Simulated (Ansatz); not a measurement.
Runs of Ansatz 0.2.0 on WC (Qusongite). It takes space group P-6m2 (No. 187, hexagonal). Conventional cell: a = 2.907 Å, b = 2.907 Å, c = 2.837 Å, α = 90.00°, β = 90.00°, γ = 120.00°. Around W (site symmetry -6m2) lie 6 C at 2.20 Å. C (site symmetry -6m2) is surrounded by 6 W at 2.20 Å. 

```csv
task,level,cell,k mesh,cutoff (eV),pressure (GPa),relaxed volume (Å³/atom)
relaxation of cell and atoms,PBEsol,relaxed,10 × 10 × 9,-,0.0,10.29
relaxation of cell and atoms,RPBE+D4,relaxed,10 × 10 × 9,-,0.0,(a)
relaxation of cell and atoms,PBEsol+D3(BJ),relaxed,10 × 10 × 9,-,0.0,10.11
elastic constants,PBEsol,as given,7 × 7 × 7,358,-3.1,-
```

Alike in all rows: potentials or basis all-electron LAPW, scalar-relativistic; no spin polarisation; smearing fermi-dirac 0.05 eV; basis error allowed 0.001 eV/atom.

Fill in the values left out.

(a) 10.27.

Caveats: the k mesh is thin for a metal, which can move the energy by tens of meV per atom (some runs); a metal's response needs a denser mesh (some runs); the cell is more than 3 GPa from zero pressure, which shifts response properties (some runs); elastic constants of metals need much finer meshes, so these are rough (some runs).

Runs at the PBE level aren't shown here.
